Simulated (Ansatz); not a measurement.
Ansatz input file:

```yaml
crystal:
  lattice:
    - [3.169, 0.0, 0.0]
    - [-1.5845, 2.7444345046, 0.0]
    - [0.0, 0.0, 12.324]
  atoms:
    - { symbol: Mo, position: [0.3333333333, 0.6666666667, 0.25] }
    - { symbol: Mo, position: [0.6666666667, 0.3333333333, 0.75] }
    - { symbol: S, position: [0.3333333333, 0.6666666667, 0.623] }
    - { symbol: S, position: [0.6666666667, 0.3333333333, 0.123] }
    - { symbol: S, position: [0.3333333333, 0.6666666667, 0.877] }
    - { symbol: S, position: [0.6666666667, 0.3333333333, 0.377] }
basis:
  ecutwfc: 420
kpoints:
  mp_grid: { grid: [12, 12, 2] }
hamiltonian:
  xc: pbe
  dispersion: d3bj
scf:
  occupations: { method: gaussian, width: 0.02 }
output:
  forces: true
  stress: true
  eigenvalues: true
relax:
  adjacent_minimum: "off"
  f_tol: 0.02
  max_steps: 70
  cell: { stress_tol: 0.1 }
```

Command:
```bash
ansatz run input.yaml --threads 2 --pin off --max-ram 5120MiB --backend cpu --events-out ev --progress --plain --runs-dir out
```

All numbers below come from Ansatz 0.2.0, DFT PBE+D3(BJ), scalar-relativistic, plane waves, PAW.

Part of what the program printed, abridged (iterations and final results):

```
SCF iter   1: F=—  HF=-13528.068688 eV  |F-HF|=—  |Δ(HF+E_count)|=         —  Δρ=5.48e-3  dr2=7.53e-3  ethr=1.77e-3  ⟨swp⟩=6.9  Hψ=5333  notcnv=0
SCF iter   2: F=—  HF=-13528.077412 eV  |F-HF|=—  |Δ(HF+E_count)|=   8.72e-3  Δρ=3.13e-3  dr2=2.37e-3  ethr=1.45e-5  ⟨swp⟩=2.0  Hψ=2375  notcnv=0  defer=57
SCF iter   3: F=—  HF=-13528.082174 eV  |F-HF|=—  |Δ(HF+E_count)|=   4.76e-3  Δρ=5.32e-4  dr2=7.19e-4  ethr=4.56e-6  ⟨swp⟩=2.0  Hψ=1912  notcnv=0  defer=57
SCF iter   4: F=—  HF=-13528.082102 eV  |F-HF|=—  |Δ(HF+E_count)|=   7.18e-5  Δρ=1.16e-4  dr2=1.06e-5  ethr=1.38e-6  ⟨swp⟩=2.1  Hψ=1559  notcnv=0  defer=57
SCF iter   5: F=—  HF=-13528.082243 eV  |F-HF|=—  |Δ(HF+E_count)|=   1.41e-4  Δρ=4.63e-5  dr2=1.86e-6  ethr=2.03e-8  ⟨swp⟩=2.0  Hψ=1650  notcnv=0  defer=57
SCF iter   6: F=-13528.082245 eV  HF=-13528.082245 eV  |F-HF|=2.51e-8  |Δ(HF+E_count)|=   1.80e-6  Δρ=8.26e-6  dr2=8.60e-8  ethr=1.92e-10  ⟨swp⟩=7.3  Hψ=5719  notcnv=0
SCF 1 converged in 6 iterations: F = -13528.082245 eV  dr2 = 8.60e-8
relax step   1: F+E_penalty+E_count = -13528.08224494 eV  Δ(F+E_penalty+E_count) = +0.000e0 eV  max|allowed force component| = 6.207e-2 eV/Å  Δτ_max = 0.0000 Å  P = -1.908 GPa  Ω = 107.183 Å³  (6 SCF iters, dr2 threshold 1.00e-7 eV, accepted)
Crystal: 6 atoms, lattice volume = 100.742 Å³
Basis set: ecut = 420 eV, 1973 PW (Γ), exchange–correlation on 48×48×180 points (8 copies of the dense FFT grid, shifted against one another)
Initial density: handed on by an earlier stage of this run
Initial wavefunctions: those handed on with the density
SCF iter   1: F=—  HF=-13528.083207 eV  |F-HF|=—  |Δ(HF+E_count)|=         —  Δρ=5.82e-3  dr2=5.10e-2  ethr=9.96e-5  ⟨swp⟩=1.4  Hψ=6556  notcnv=0
SCF iter   2: F=—  HF=-13528.074098 eV  |F-HF|=—  |Δ(HF+E_count)|=   9.11e-3  Δρ=3.21e-3  dr2=1.49e-2  ethr=9.81e-5  ⟨swp⟩=1.9  Hψ=1570  notcnv=0
SCF iter   3: F=—  HF=-13528.070948 eV  |F-HF|=—  |Δ(HF+E_count)|=   3.15e-3  Δρ=6.47e-4  dr2=6.09e-4  ethr=2.87e-5  ⟨swp⟩=2.1  Hψ=2002  notcnv=0
SCF iter   4: F=—  HF=-13528.071069 eV  |F-HF|=—  |Δ(HF+E_count)|=   1.21e-4  Δρ=1.37e-4  dr2=2.55e-5  ethr=1.17e-6  ⟨swp⟩=2.3  Hψ=1859  notcnv=0
SCF iter   5: F=—  HF=-13528.071066 eV  |F-HF|=—  |Δ(HF+E_count)|=   3.38e-6  Δρ=3.73e-5  dr2=1.81e-6  ethr=4.90e-8  ⟨swp⟩=2.0  Hψ=1863  notcnv=0
SCF iter   6: F=-13528.071069 eV  HF=-13528.071069 eV  |F-HF|=1.60e-7  |Δ(HF+E_count)|=   3.35e-6  Δρ=7.95e-6  dr2=7.40e-8  ethr=1.15e-9  ⟨swp⟩=6.6  Hψ=5033  notcnv=0
SCF 2 converged in 6 iterations: F = -13528.071069 eV  dr2 = 7.40e-8
relax step   2: F+E_penalty+E_count = -13528.07106911 eV  Δ(F+E_penalty+E_count) = +1.118e-2 eV  max|allowed force component| = 2.116e-1 eV/Å  Δτ_max = 0.0669 Å  P = +1.354 GPa  Ω = 100.742 Å³  energy of the carried Pulay correction = +7.532e-4 eV  (6 SCF iters, dr2 threshold 6.00e-7 eV, rejected (line search))
Crystal: 6 atoms, lattice volume = 104.427 Å³
Basis set: ecut = 420 eV, 2009 PW (Γ), exchange–correlation on 48×48×180 points (8 copies of the dense FFT grid, shifted against one another)
SCF iter   1: F=—  HF=-13528.101829 eV  |F-HF|=—  |Δ(HF+E_count)|=         —  Δρ=3.50e-3  dr2=1.99e-2  ethr=4.04e-5  ⟨swp⟩=1.7  Hψ=6341  notcnv=0
SCF iter   2: F=—  HF=-13528.098304 eV  |F-HF|=—  |Δ(HF+E_count)|=   3.52e-3  Δρ=1.94e-3  dr2=5.75e-3  ethr=3.83e-5  ⟨swp⟩=2.5  Hψ=1643  notcnv=0
SCF iter   3: F=—  HF=-13528.097205 eV  |F-HF|=—  |Δ(HF+E_count)|=   1.10e-3  Δρ=5.32e-4  dr2=8.61e-4  ethr=1.11e-5  ⟨swp⟩=2.0  Hψ=1986  notcnv=0
SCF iter   4: F=—  HF=-13528.097174 eV  |F-HF|=—  |Δ(HF+E_count)|=   3.15e-5  Δρ=3.03e-4  dr2=1.48e-4  ethr=1.66e-6  ⟨swp⟩=2.0  Hψ=1559  notcnv=0
SCF iter   5: F=—  HF=-13528.097205 eV  |F-HF|=—  |Δ(HF+E_count)|=   3.08e-5  Δρ=6.29e-5  dr2=6.94e-6  ethr=2.85e-7  ⟨swp⟩=2.1  Hψ=1757  notcnv=0
SCF iter   6: F=—  HF=-13528.097302 eV  |F-HF|=—  |Δ(HF+E_count)|=   9.75e-5  Δρ=1.56e-5  dr2=3.58e-7  ethr=1.33e-8  ⟨swp⟩=2.0  Hψ=1876  notcnv=0
SCF iter   7: F=—  HF=-13528.097303 eV  |F-HF|=—  |Δ(HF+E_count)|=   4.43e-7  Δρ=3.01e-6  dr2=1.25e-8  ethr=6.88e-10  ⟨swp⟩=2.0  Hψ=1889  notcnv=0
SCF iter   8: F=—  HF=-13528.097303 eV  |F-HF|=—  |Δ(HF+E_count)|=   3.82e-8  Δρ=7.45e-7  dr2=8.33e-10  ethr=2.41e-11  ⟨swp⟩=2.1  Hψ=1891  notcnv=0
SCF iter   9: F=-13528.097303 eV  HF=-13528.097303 eV  |F-HF|=5.46e-12  |Δ(HF+E_count)|=  8.15e-10  Δρ=1.62e-7  dr2=3.99e-11  ethr=1.00e-12  ⟨swp⟩=5.1  Hψ=4468  notcnv=0
SCF 3 converged in 9 iterations: F = -13528.097303 eV  dr2 = 3.99e-11
relax step   3: F+E_penalty+E_count = -13528.09730278 eV  Δ(F+E_penalty+E_count) = -1.506e-2 eV  max|allowed force component| = 5.426e-2 eV/Å  Δτ_max = 0.0262 Å  P = -0.458 GPa  Ω = 104.427 Å³  energy of the carried Pulay correction = +3.167e-4 eV  (9 SCF iters, accepted)
Crystal: 6 atoms, lattice volume = 103.763 Å³
SCF iter   1: F=—  HF=-13528.098168 eV  |F-HF|=—  |Δ(HF+E_count)|=         —  Δρ=6.71e-4  dr2=3.97e-4  ethr=9.17e-7  ⟨swp⟩=3.2  Hψ=6936  notcnv=0
SCF iter   2: F=—  HF=-13528.098161 eV  |F-HF|=—  |Δ(HF+E_count)|=   7.32e-6  Δρ=3.75e-4  dr2=1.27e-4  ethr=7.64e-7  ⟨swp⟩=1.1  Hψ=1261  notcnv=0
SCF iter   3: F=—  HF=-13528.098143 eV  |F-HF|=—  |Δ(HF+E_count)|=   1.75e-5  Δρ=6.05e-5  dr2=5.21e-6  ethr=2.45e-7  ⟨swp⟩=2.0  Hψ=1723  notcnv=0
SCF iter   4: F=-13528.098146 eV  HF=-13528.098146 eV  |F-HF|=3.87e-8  |Δ(HF+E_count)|=   2.67e-6  Δρ=1.51e-5  dr2=5.01e-7  ethr=1.00e-8  ⟨swp⟩=2.0  Hψ=1835  notcnv=0
SCF iter   5: F=-13528.098146 eV  HF=-13528.098146 eV  |F-HF|=5.38e-8  |Δ(HF+E_count)|=   3.05e-7  Δρ=5.02e-6  dr2=3.78e-8  ethr=9.64e-10  ⟨swp⟩=2.0  Hψ=1751  notcnv=0
SCF iter   6: F=-13528.098146 eV  HF=-13528.098146 eV  |F-HF|=3.44e-9  |Δ(HF+E_count)|=   6.45e-8  Δρ=9.55e-7  dr2=1.03e-9  ethr=7.26e-11  ⟨swp⟩=1.7  Hψ=3447  notcnv=0
SCF 4 converged in 6 iterations: F = -13528.098146 eV  dr2 = 1.03e-9
relax step   4: F+E_penalty+E_count = -13528.09814619 eV  Δ(F+E_penalty+E_count) = -8.434e-4 eV  max|allowed force component| = 2.105e-2 eV/Å  Δτ_max = 0.0066 Å  P = -0.051 GPa  Ω = 103.763 Å³  energy of the carried Pulay correction = +3.942e-4 eV  (6 SCF iters, dr2 threshold 6.00e-7 eV, accepted)
Crystal: 6 atoms, lattice volume = 103.848 Å³
SCF iter   1: F=—  HF=-13528.098133 eV  |F-HF|=—  |Δ(HF+E_count)|=         —  Δρ=1.52e-4  dr2=2.03e-5  ethr=4.30e-8  ⟨swp⟩=2.2  Hψ=6065  notcnv=0
SCF iter   2: F=—  HF=-13528.098194 eV  |F-HF|=—  |Δ(HF+E_count)|=   6.19e-5  Δρ=8.33e-5  dr2=6.26e-6  ethr=3.91e-8  ⟨swp⟩=1.3  Hψ=1386  notcnv=0
SCF iter   3: F=—  HF=-13528.098193 eV  |F-HF|=—  |Δ(HF+E_count)|=   1.45e-6  Δρ=1.28e-5  dr2=2.86e-7  ethr=1.20e-8  ⟨swp⟩=2.4  Hψ=1802  notcnv=0
SCF iter   4: F=-13528.098193 eV  HF=-13528.098193 eV  |F-HF|=4.80e-9  |Δ(HF+E_count)|=   3.12e-8  Δρ=4.34e-6  dr2=3.06e-8  ethr=5.50e-10  ⟨swp⟩=2.0  Hψ=1745  notcnv=0
SCF iter   5: F=-13528.098193 eV  HF=-13528.098193 eV  |F-HF|=1.47e-9  |Δ(HF+E_count)|=   1.63e-8  Δρ=1.02e-6  dr2=1.47e-9  ethr=5.89e-11  ⟨swp⟩=2.0  Hψ=1793  notcnv=0
SCF iter   6: F=-13528.098193 eV  HF=-13528.098193 eV  |F-HF|=1.98e-10  |Δ(HF+E_count)|=   1.89e-9  Δρ=2.71e-7  dr2=8.98e-11  ethr=2.83e-12  ⟨swp⟩=1.3  Hψ=3322  notcnv=0
SCF 5 converged in 6 iterations: F = -13528.098193 eV  dr2 = 8.98e-11
relax step   5: F+E_penalty+E_count = -13528.09819308 eV  Δ(F+E_penalty+E_count) = -4.689e-5 eV  max|allowed force component| = 2.499e-3 eV/Å  Δτ_max = 0.0021 Å  P = +0.019 GPa  Ω = 103.848 Å³  energy of the carried Pulay correction = +3.842e-4 eV  (6 SCF iters, dr2 threshold 5.96e-8 eV, accepted)
Basis set: ecut = 420 eV, 2009 PW (Γ), exchange–correlation on 48×48×162 points (8 copies of the dense FFT grid, shifted against one another)
Initial wavefunctions: pseudopotential atomic-orbital guess (no wavefunctions were taken with the density)
SCF iter   1: F=—  HF=-13528.097781 eV  |F-HF|=—  |Δ(HF+E_count)|=         —  Δρ=4.58e-5  dr2=3.07e-7  ethr=1.20e-7  ⟨swp⟩=3.5  Hψ=9068  notcnv=0
SCF iter   2: F=—  HF=-13528.097795 eV  |F-HF|=—  |Δ(HF+E_count)|=   1.40e-5  Δρ=2.39e-5  dr2=7.85e-8  ethr=5.91e-10  ⟨swp⟩=2.3  Hψ=2123  notcnv=0
SCF iter   3: F=—  HF=-13528.097795 eV  |F-HF|=—  |Δ(HF+E_count)|=   6.63e-8  Δρ=1.26e-6  dr2=6.01e-10  ethr=1.51e-10  ⟨swp⟩=2.5  Hψ=2154  notcnv=0
SCF iter   4: F=-13528.097795 eV  HF=-13528.097795 eV  |F-HF|=1.27e-11  |Δ(HF+E_count)|=  2.47e-10  Δρ=3.47e-7  dr2=6.77e-11  ethr=1.16e-12  ⟨swp⟩=2.4  Hψ=1820  notcnv=0
SCF iter   5: F=-13528.097795 eV  HF=-13528.097795 eV  |F-HF|=3.64e-12  |Δ(HF+E_count)|=  1.27e-11  Δρ=7.79e-8  dr2=3.93e-12  ethr=1.00e-12  ⟨swp⟩=1.0  Hψ=1216  notcnv=0
SCF iter   6: F=-13528.097795 eV  HF=-13528.097795 eV  |F-HF|=5.46e-12  |Δ(HF+E_count)|=  7.28e-12  Δρ=1.51e-8  dr2=4.71e-13  ethr=1.00e-12  ⟨swp⟩=1.0  Hψ=1216  notcnv=0
SCF iter   7: F=-13528.097795 eV  HF=-13528.097795 eV  |F-HF|=1.82e-12  |Δ(HF+E_count)|=  7.28e-12  Δρ=5.82e-9  dr2=9.97e-14  ethr=1.00e-12  ⟨swp⟩=1.0  Hψ=1216  notcnv=0
SCF iter   8: F=-13528.097795 eV  HF=-13528.097795 eV  |F-HF|=3.64e-12  |Δ(HF+E_count)|=  1.82e-12  Δρ=1.33e-9  dr2=3.73e-15  ethr=1.00e-12  ⟨swp⟩=1.3  Hψ=2599  notcnv=0
SCF 6 converged in 8 iterations: F = -13528.097795 eV  dr2 = 3.73e-15
SCF converged after 8 iterations
Free energy (F): -13528.097795 eV
Harris-Foulkes:  -13528.097795 eV  (|F-HF|=3.64e-12)
Internal energy: -13528.097795 eV  (E = F + TS)
E sigma→0 (E₀):  -13528.097795 eV
Fermi energy:    11.861885 eV
--- Per-component energies (eV) ---
  E_band       = -286.786173
  E_kinetic    = 1314.488844
  E_local      = -3762.018731  (includes V_loc(G=0)·N_el)
  E_nonlocal   = 398.552675
  E_hartree    = 1440.258773
  E_xc         = -758.068881
  E_vxc        = -811.479443  (∫ρ·V_xc dr)
  E_paw        = -8803.191415  (= ΣΔE_a)
  E_vpaw       = -306.847151  (= ΣTr[D̂ρ^β])
  E_aug_tail   = 0.000084  (compensation charges beyond the density's cutoff)
  E_ewald      = -3355.493499
  E_disp       = -2.625646  (pairwise vdW)
  E_smearing   =  0.000000  (= −TS)
--- Forces (eV/Å), atoms counted from 1 ---
  atom   1  Mo     0.00000000     0.00000000     0.00000000
  atom   2  Mo     0.00000000     0.00000000     0.00000000
  atom   3  S      0.00000000     0.00000000    -0.00255406
  atom   4  S      0.00000000     0.00000000    -0.00255406
  atom   5  S      0.00000000     0.00000000     0.00255406
  atom   6  S      0.00000000     0.00000000     0.00255406
--- Stress (GPa, compression-positive) ---
        0.020034       0.000000       0.000000
        0.000000       0.020034       0.000000
        0.000000       0.000000       0.019499
  P = ⅓ Tr σ = 0.0199 GPa (0.199 kbar)
--- Band table (eV; the first three rows and the last of 38) ---
  k-point 0: bands = ["-50.0829", "-50.0829", "-24.2441", "-24.2440", "-23.9997", "-23.9997", "-23.9997", "-23.9997", "-3.6648", "-3.3215", "-2.4643", "-1.9069", "4.3899", "5.5956", "7.7613", "8.1389", "8.1389", "8.1559", "8.1559", "9.2461", "9.2461", "9.3069", "9.3069", "10.1849", "10.3613", "11.4698", "13.5509", "13.5509", "13.5863", "13.5863", "13.6919", "13.6919"]
  k-point 1: bands = ["-50.0829", "-50.0829", "-24.2440", "-24.2440", "-23.9997", "-23.9997", "-23.9997", "-23.9997", "-3.5252", "-3.5252", "-2.1577", "-2.1577", "4.8880", "4.8880", "8.1472", "8.1472", "8.1472", "8.1472", "8.7928", "8.7928", "9.2765", "9.2765", "9.2765", "9.2765", "11.2028", "11.2028", "13.5545", "13.5545", "13.5545", "13.5545", "13.8161", "13.8161"]
  k-point 2: bands = ["-50.0800", "-50.0800", "-24.2385", "-24.2383", "-24.0283", "-24.0283", "-24.0062", "-24.0062", "-3.5567", "-3.2153", "-2.4113", "-1.8699", "4.5133", "5.7156", "7.5639", "7.8963", "7.9243", "8.2467", "8.2708", "8.8633", "9.0727", "9.1396", "9.3736", "10.2011", "10.4757", "11.2427", "13.4409", "13.4810", "13.5439", "13.5585", "13.6336", "13.7123"]
  k-point 37: bands = ["-50.0343", "-50.0343", "-24.3113", "-24.3113", "-24.2643", "-24.2643", "-24.1488", "-24.1488", "-1.2304", "-1.2304", "-1.2059", "-1.2059", "5.1932", "5.1932", "5.9837", "5.9837", "6.5803", "6.5803", "6.8873", "6.8873", "7.9990", "7.9990", "8.4994", "8.4994", "10.7114", "10.7114", "12.5289", "12.5289", "13.6843", "13.6843", "14.3391", "14.3391"]
--- Relaxed structure (5 steps of the walk, 4 accepted, 1 SCFs on fresh bases) ---
  F+E_penalty+E_count = -13528.09779486 eV   max|allowed force component| = 2.554e-3 eV/Å   (the final SCF, on the basis selected at the relaxed cell)
  cell:  # Å, volume = 103.8478 Å³
    - [3.14915817, 0.0, 0.0]
    - [-1.57457908, 2.72725097, 0.0]
    - [0.0, 0.0, 12.09142944]
  atoms:
    - { symbol: Mo, position: [0.33333333, 0.66666666, 0.25] }
    - { symbol: Mo, position: [0.66666666, 0.33333333, 0.75] }
    - { symbol: S, position: [0.33333333, 0.66666666, 0.62050645] }
    - { symbol: S, position: [0.66666666, 0.33333333, 0.12050645] }
    - { symbol: S, position: [0.33333333, 0.66666666, 0.87949354] }
    - { symbol: S, position: [0.66666666, 0.33333333, 0.37949354] }
```

The relaxation met its thresholds.

It took 69 s on 2 threads of AMD EPYC 7571, with other jobs on the host, peak memory 0.5 GiB.